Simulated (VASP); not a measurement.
# LiCl (R-3m) in VASP: notebook

One crystal, LiCl, is run at these levels: PBEsol; tasks: single point.

All numbers are computed with VASP 6.6.1; they aren't measurements. Logs are shortened: lines on timing, memory, paths and dates and some standing lists are left out, and cuts for length are marked.

## 1. The structure

Symmetry: R-3m, No. 166, trigonal system. Conventional cell: a = 3.716 Å, b = 3.716 Å, c = 8.465 Å, α = 90.00°, β = 90.00°, γ = 120.00°. Li (site symmetry -3m) is surrounded by 6 Cl at 2.57 Å. Cl (site symmetry -3m) has 6 Li at 2.57 Å as nearest neighbours.

## 2. Single point, PBEsol

INCAR reads:

```
SYSTEM = LiCl
  ALGO = Normal
  EDIFF = 1E-7
  ENCUT = 520
  GGA = PS
  ISIF = 2
  ISMEAR = 0
  LASPH = .TRUE.
  LCHARG = .FALSE.
  LREAL = .FALSE.
  LWAVE = .FALSE.
  NBANDS = 12
  NELM = 80
  PREC = Accurate
  SIGMA = 0.05
```

KPOINTS reads:

```
k-points
0
G
  8 8 8
  0 0 0
```

POSCAR reads:

```
LiCl
1.0
   -0.1226194028      2.5049392283      2.5049392283
    2.5049392283     -0.1226194028      2.5049392283
    2.5049392283      2.5049392283     -0.1226194028
Li Cl
1 1
Direct
    0.0000000000      0.0000000000      0.0000000000
    0.5000000000      0.5000000000      0.5000000000
```

Potentials or basis: VASP PAW PBE potentials, release 64 (Li_sv, Cl).

Run with:

```sh
> cat potpaw_PBE.64/Li_sv/POTCAR potpaw_PBE.64/Cl/POTCAR > POTCAR
> mpirun -np 1 vasp_std > vasp.out
```

OUTCAR:

```text
SYSTEM = LiCl
   EDIFF = 1E-7
   ENCUT = 520
   GGA = PS
   ISIF = 2
   ISMEAR = 0
   LASPH = .TRUE.
   LREAL = .FALSE.
   NELM = 80
   PREC = Accurate

 ion  position               nearest neighbor table
   1  0.000  0.000  0.000-   2 2.57   2 2.57   2 2.57   2 2.57   2 2.57   2 2.57
   2  0.500  0.500  0.500-   1 2.57   1 2.57   1 2.57   1 2.57   1 2.57   1 2.57

  LATTYP: Found a trigonal (rhomboedric) cell.
 ALAT       =     3.5446405449
 COS(alpha) =     0.4505091948

  Lattice vectors:

 A1 = (  -0.1226194028,   2.5049392283,   2.5049392283)
 A2 = (   2.5049392283,  -0.1226194028,   2.5049392283)
 A3 = (   2.5049392283,   2.5049392283,  -0.1226194028)

Analysis of symmetry for initial positions (statically):
=====================================================================
 Subroutine PRICEL returns:
 Original cell was already a primitive cell.

 Routine SETGRP: Setting up the symmetry group for a
 trigonal (rhombohedral) supercell.

 Subroutine GETGRP returns: Found 12 space group operations
 (whereof 12 operations were pure point group operations)
 out of a pool of 12 trial point group operations.

The static configuration has the point symmetry D_3d.

Analysis of symmetry for dynamics (positions and initial velocities):
=====================================================================
 Subroutine PRICEL returns:
 Original cell was already a primitive cell.

 Routine SETGRP: Setting up the symmetry group for a
 trigonal (rhombohedral) supercell.

 Subroutine GETGRP returns: Found 12 space group operations
 (whereof 12 operations were pure point group operations)
 out of a pool of 12 trial point group operations.

The dynamic configuration has the point symmetry D_3d.

 Subroutine INISYM returns: Found 12 space group operations
 (whereof 12 operations are pure point group operations),
 and found     1 'primitive' translations

----------------------------------------------------------------------------------------

                                     Primitive cell

  volume of cell :      33.7420

  direct lattice vectors                    reciprocal lattice vectors
    -0.122619403  2.504939228  2.504939228    -0.185516392  0.195065030  0.195065030
     2.504939228 -0.122619403  2.504939228     0.195065030 -0.185516392  0.195065030
     2.504939228  2.504939228 -0.122619403     0.195065030  0.195065030 -0.185516392

  length of vectors
     3.544640545  3.544640545  3.544640545     0.332441068  0.332441068  0.332441068

  position of ions in fractional coordinates (direct lattice)
     0.000000000  0.000000000  0.000000000
     0.500000000  0.500000000  0.500000000

  ion indices of the primitive-cell ions
   primitive index   ion index
                 1           1
                 2           2

----------------------------------------------------------------------------------------

 KPOINTS: k-points

Automatic generation of k-mesh.
 Grid dimensions read from file:
 generate k-points for:    8    8    8

 Generating k-lattice:

  Cartesian coordinates                     Fractional coordinates (reciprocal lattice)
    -0.023189549  0.024383129  0.024383129     0.125000000  0.000000000  0.000000000
     0.024383129 -0.023189549  0.024383129     0.000000000  0.125000000  0.000000000
     0.024383129  0.024383129 -0.023189549     0.000000000  0.000000000  0.125000000

  Length of vectors
     0.041555133  0.041555133  0.041555133

  Shift w.r.t. Gamma in fractional coordinates (k-lattice)
     0.000000000  0.000000000  0.000000000

 Subroutine IBZKPT returns following result:
 ===========================================

 Found     65 irreducible k-points:

 Following reciprocal coordinates:
            Coordinates               Weight
  0.000000  0.000000  0.000000      1.000000
  0.125000 -0.000000 -0.000000      6.000000
  0.250000 -0.000000 -0.000000      6.000000
  0.375000 -0.000000 -0.000000      6.000000
  0.500000 -0.000000 -0.000000      3.000000
  0.125000  0.125000 -0.000000      6.000000
[... 16 lines left out ...]
  0.250000  0.125000  0.125000      6.000000
  0.375000  0.125000  0.125000      6.000000
 [... further k-points ...]
   k-points           NKPTS =     65   k-points in BZ     NKDIM =     65   number of bands    NBANDS=     12
   number of dos      NEDOS =    301   number of ions     NIONS =      2
   total plane-waves  NPLWV =  21952
   dimension x,y,z NGX =    28 NGY =   28 NGZ =   28
   dimension x,y,z NGXF=    56 NGYF=   56 NGZF=   56
   ions per type =               1   1
   NGX,Y,Z   is equivalent  to a cutoff of  13.13, 13.13, 13.13 a.u.
   NGXF,Y,Z  is equivalent  to a cutoff of  26.26, 26.26, 26.26 a.u.
 SYSTEM =  LiCl
   PREC   = accura    normal or accurate (medium, high low for compatibility)
   ISTART =      0    job   : 0-new  1-cont  2-samecut
   ICHARG =      2    charge: 1-file 2-atom 10-const
   ISPIN  =      1    spin polarized calculation?
   LNONCOLLINEAR =      F non collinear calculations
   LSORBIT =      F    spin-orbit coupling
   LASPH  =      T    aspherical Exc in radial PAW
   ENCUT  =  520.0 eV  38.22 Ry    6.18 a.u.   6.59  6.59  6.59*2*pi/ulx,y,z
   NELM   =     80;   NELMIN=  2; NELMDL= -5     # of ELM steps
   EDIFF  = 0.1E-06   stopping-criterion for ELM
   LREAL  =      F    real-space projection
   EDIFFG = 0.1E-05   stopping-criterion for IOM
   NSW    =      0    number of steps for IOM
   IBRION =     -1    ionic relax: 0-MD 1-quasi-New 2-CG
   NFREE  =      0    steps in history (QN), initial steepest desc. (CG)
   ISIF   =      2    stress and relaxation
   ISYM   =      2    0-nonsym 1-usesym 2-fastsym
   POTIM  = 0.5000    time-step for ionic-motion
   TEBEG  =    0.0;   TEEND  =   0.0 temperature during run
   PSTRESS=    0.0 pullay stress
   NELECT =      10.0000    total number of electrons
   NUPDOWN=      -1.0000    fix difference up-down
   EMIN   =  10.00;   EMAX   =-10.00  energy-range for DOS
   EFERMI =   0.00;   METHOD = LEGACY
   ISMEAR =     0;   SIGMA  =   0.05  broadening in eV -4-tet -1-fermi 0-gaus
   EFERMI_NEDOS =   21; number of points for ismear=-14 and -15
   IALGO  =     38    algorithm
   IMIX   =      4    mixing-type and parameters
     AMIX     =   0.40;   BMIX     =  1.00
     AMIX_MAG =   1.60;   BMIX_MAG =  1.00
  volume/ion in A,a.u.               =      16.87       113.85
  Fermi-wavevector in a.u.,A,eV,Ry     =   1.091486  2.062609 16.209183  1.191341
  Thomas-Fermi vector in A             =   2.227732
   LORBIT       =      0    0 simple, 1 ext, 2 COOP (PROOUT), +10 PAW based schemes
   GGA     = PS    functional components
   LHFCALC =     F    Hartree Fock is set to
   AEXX    =    0.0000 exact exchange contribution
   IVDW    =     0    specifies the selected vdW correction
   LEPSILON=     F    determine dielectric tensor
   LRPA    =     F    only Hartree local field effects (RPA)
 non-spin polarized calculation
 Gauss-broadening in eV      SIGMA  =   0.05
  energy-cutoff  :      520.00
  volume of cell :       33.74
 maximum number of plane-waves:       920
 NGX is ok and might be reduce to    28

 number of electron      10.0000008 magnetization

 Free energy of the ion-electron system (eV)
  ---------------------------------------------------
  ext. energy  EPLUGINS =         0.00000000
  ---------------------------------------------------
  free energy    TOTEN  =        -7.61778449 eV

  energy without entropy =       -7.61778449  energy(sigma->0) =       -7.61778449

 E-fermi :   1.0762     XC(G=0):  -8.9101

 val. band max:        0.8126927271   @ k =   0.0000   0.0000   0.0000
 cond. band min:       6.6469562592   @ k =   0.0000   0.0000   0.0000
 fundamental gap:      5.8342635321
 Fermi energy:         1.0761725440

 k-point     1 :       0.0000    0.0000    0.0000
  band No.  band energies     occupation
      1     -42.2925      2.00000
      2     -12.8508      2.00000
      3       0.4171      2.00000
      4       0.4171      2.00000
      5       0.8127      2.00000
      6       6.6470      0.00000
      7      11.9577      0.00000
      8      11.9577      0.00000
      9      13.2487      0.00000
     10      14.8870      0.00000
     11      14.8870      0.00000
     12      15.0278      0.00000

 k-point     2 :       0.1250   -0.0000   -0.0000
  band No.  band energies     occupation
      1     -42.2921      2.00000
      2     -12.7781      2.00000
      3      -0.0797      2.00000
      4       0.3927      2.00000
      5       0.7282      2.00000
      6       7.1152      0.00000
      7      11.3450      0.00000
      8      11.9474      0.00000
      9      12.8504      0.00000
     10      13.4154      0.00000
     11      13.9557      0.00000
     12      15.4479      0.00000

 k-point     3 :       0.2500   -0.0000   -0.0000
  band No.  band energies     occupation
      1     -42.2911      2.00000
      2     -12.5930      2.00000
      3      -1.1291      2.00000
      4       0.3376      2.00000
      5       0.6096      2.00000
      6       7.5821      0.00000
      7      10.9975      0.00000
      8      11.1853      0.00000
      9      11.6460      0.00000
     10      13.9703      0.00000
     11      14.9769      0.00000
     12      16.0854      0.00000
[... 286 lines left out ...]
 k-point    23 :       0.2500    0.1250    0.1250
  band No.  band energies     occupation
      1     -42.2912      2.00000
      2     -12.6355      2.00000
      3      -0.5349      2.00000
      4       0.2198      2.00000
      5       0.4230      2.00000
      6       7.6645      0.00000
      7      10.9130      0.00000
      8      11.4078      0.00000
      9      11.9948      0.00000
     10      12.6377      0.00000
     11      15.0391      0.00000
     12      15.6712      0.00000

 k-point    24 :       0.3750    0.1250    0.1250
  band No.  band energies     occupation
      1     -42.2902      2.00000
      2     -12.4382      2.00000
      3      -1.4939      2.00000
      4       0.0427      2.00000
      5       0.3652      2.00000
      6       8.0071      0.00000
      7      10.4788      0.00000
      8      10.7865      0.00000
      9      11.4353      0.00000
     10      13.6739      0.00000
     11      16.2914      0.00000
     12      17.3105      0.00000

 [... further k-points ...]

------------------------ aborting loop because EDIFF is reached ----------------------------------------

  FORCE on cell =-STRESS in cart. coord.  units (eV):
  Direction    XX          YY          ZZ          XY          YZ          ZX
  --------------------------------------------------------------------------------------
  -------------------------------------------------------------------------------------
  Total       -0.2674463     -0.2674463     -0.2674463      0.2218186      0.2218186      0.2218186
  in kB      -12.6992162    -12.6992162    -12.6992162     10.5326674     10.5326674     10.5326674
  external PRESSURE =     -12.6992162 kB  Pullay stress =       0.0000000 kB

 VOLUME and BASIS-vectors are now :
 -----------------------------------------------------------------------------
  energy-cutoff  :      520.00
  volume of cell :       33.74
      direct lattice vectors                 reciprocal lattice vectors
    -0.122619403  2.504939228  2.504939228    -0.185516392  0.195065030  0.195065030
     2.504939228 -0.122619403  2.504939228     0.195065030 -0.185516392  0.195065030
     2.504939228  2.504939228 -0.122619403     0.195065030  0.195065030 -0.185516392

 POSITION                                       TOTAL-FORCE (eV/Angst)
 -----------------------------------------------------------------------------------
      0.00000      0.00000      0.00000         0.000000      0.000000     -0.000000
      2.44363      2.44363      2.44363        -0.000000     -0.000000      0.000000
 -----------------------------------------------------------------------------------
    total drift:                                0.000000      0.000000      0.000000

  FREE ENERGIE OF THE ION-ELECTRON SYSTEM (eV)
  ---------------------------------------------------
  free  energy   TOTEN  =        -7.6177844913 eV

  energy  without entropy=       -7.6177844913  energy(sigma->0) =       -7.61778449
```

Wall time 24 s (1 thread of Intel Xeon Platinum 8259CL at 2.50GHz (Skylake/Cascade Lake), shared host); peak memory 0.16 GiB.

What came out:

```yaml
Free_energy: -7.6178 eV
Band_gap_on_the_k_mesh: 5.83 eV, direct
```

Levels at points of the mesh, in eV from the valence-band top:
| k point | band 2 | band 3 | band 4 | band 5 | band 6 | band 7 | band 8 | band 9 |
| --- | --- | --- | --- | --- | --- | --- | --- | --- |
| (0.00, 0.00, 0.00) | -13.66 | -0.40 | -0.40 | 0.00 | 5.83 | 11.15 | 11.15 | 12.44 |
| (0.50, 0.00, 0.00) | -13.12 | -3.17 | -0.54 | -0.34 | 6.38 | 9.00 | 9.68 | 12.31 |
| (0.50, 0.50, 0.00) | -12.82 | -3.23 | -1.61 | -1.16 | 7.35 | 7.99 | 11.84 | 13.56 |
| (0.50, 0.50, 0.50) | -12.95 | -3.07 | -0.75 | -0.75 | 5.97 | 8.63 | 8.63 | 13.14 |

Caveat: the cutoff is under 1.25 times the usual one of these potentials, so pressure, stress and relaxed cells hold a basis-set (Pulay) error; the PAW data sets were made with another functional, which shifts forces and pressure a little. Expect the measured gap to be larger: semilocal functionals such as PBEsol lack the derivative discontinuity.

## 3. Single point, PBEsol

This run uses another cell than the first one, of the same volume but with other edges.

INCAR reads:

```
SYSTEM = LiCl
PREC = Accurate
ENCUT = 520
EDIFF = 1E-6
ISMEAR = 0
SIGMA = 0.05
LREAL = .False.
LASPH = .True.
NELM = 80
ALGO = Normal
ISIF = 2
LWAVE = .False.
LCHARG = .True.
GGA = PS
LELF = .True.
LVHAR = .True.
NBANDS = 12
```

KPOINTS reads:

```
regular mesh
0
Gamma
  8 8 8
  0 0 0
```

POSCAR reads:

```
LiCl
1.0
    0.1333227331      2.6331239778      2.6331239778
    2.6331239778      0.1333227331      2.6331239778
    2.6331239778      2.6331239778      0.1333227331
Li Cl
1 1
Direct
    0.0000000000      0.0000000000      0.0000000000
    0.5000000000      0.5000000000      0.5000000000
```

Potentials or basis: VASP PAW PBE potentials, release 64 (Li_sv, Cl).

Run with:

```sh
> cat potpaw_PBE.64/Li_sv/POTCAR potpaw_PBE.64/Cl/POTCAR > POTCAR
> mpirun -np 1 vasp_std > vasp.out
```

It took 26 s on 1 thread of Intel Xeon Platinum 8259CL at 2.50GHz (Skylake/Cascade Lake), shared host; peak memory 0.16 GiB.

It converged, with:

```
Free energy            : -7.6133 eV
Band gap on the k mesh : 5.91 eV, direct
```

Levels at points of the mesh, in eV from the valence-band top:
| k point | band 2 | band 3 | band 4 | band 5 | band 6 | band 7 | band 8 | band 9 |
| --- | --- | --- | --- | --- | --- | --- | --- | --- |
| (0.00, 0.00, 0.00) | -13.57 | -0.51 | 0.00 | 0.00 | 5.91 | 10.88 | 12.07 | 12.07 |
| (0.50, 0.00, 0.00) | -12.94 | -3.03 | -0.63 | -0.38 | 6.22 | 8.79 | 9.40 | 12.79 |
| (0.50, 0.50, 0.00) | -12.73 | -3.14 | -1.51 | -1.06 | 7.44 | 8.08 | 11.88 | 13.86 |
| (0.50, 0.50, 0.50) | -13.12 | -3.12 | -0.19 | -0.19 | 6.77 | 9.77 | 9.77 | 12.00 |

Caveat: the cutoff is under 1.25 times the usual one of these potentials, so pressure, stress and relaxed cells hold a basis-set (Pulay) error; the PAW data sets were made with another functional, which shifts forces and pressure a little. As with any semilocal functional, this PBEsol gap is likely too small.

## 4. Single point, PBEsol

This run uses another cell than the first one, of the same volume but with other edges.

INCAR reads:

```
  PREC = Accurate
  ENCUT = 520
  EDIFF = 1E-7
  ISMEAR = 0
  SIGMA = 0.05
  LREAL = F
  LASPH = T
  NELM = 60
  ALGO = Fast
  ISIF = 2
  LWAVE = F
  LCHARG = F
  GGA = PS
  NBANDS = 12
```

KPOINTS reads:

```
Automatic mesh
0
Gamma
  8 8 8
```

POSCAR reads:

```
LiCl
1.0
   -0.8108957930      2.2299634308      2.2299634308
    2.2299634308     -0.8108957930      2.2299634308
    2.2299634308      2.2299634308     -0.8108957930
Li Cl
1 1
Direct
    0.0000000000      0.0000000000      0.0000000000
    0.5000000000      0.5000000000      0.5000000000
```

Run with:

```sh
> cat potpaw_PBE.64/Li_sv/POTCAR potpaw_PBE.64/Cl/POTCAR > POTCAR
> mpirun -np 1 vasp_std > vasp.out
```

It took 26 s on 1 thread of Intel Xeon Platinum 8259CL at 2.50GHz (Skylake/Cascade Lake), shared host; peak memory 0.14 GiB.

It converged, with:

| Item | Value |
| --- | --- |
| Free energy | -7.1779 eV |
| Band gap on the k mesh | 4.63 eV, indirect (least direct gap 4.93 eV) |

Levels at points of the mesh, in eV from the valence-band top:
| k point | band 3 | band 4 | band 5 | band 6 | band 7 | band 8 |
| --- | --- | --- | --- | --- | --- | --- |
| (0.00, 0.00, 0.00) | -0.90 | -0.90 | -0.18 | 4.76 | 8.89 | 8.89 |
| (0.50, 0.00, 0.00) | -3.95 | -0.45 | -0.03 | 5.97 | 9.20 | 10.12 |
| (0.50, 0.50, 0.00) | -3.54 | -3.09 | 0.00 | 5.48 | 9.77 | 10.07 |
| (0.50, 0.50, 0.50) | -2.81 | -2.20 | -2.20 | 4.63 | 5.78 | 5.78 |

Caveat: the cutoff is under 1.25 times the usual one of these potentials, so pressure, stress and relaxed cells hold a basis-set (Pulay) error; the PAW data sets were made with another functional, which shifts forces and pressure a little. A k mesh can miss the band edges.
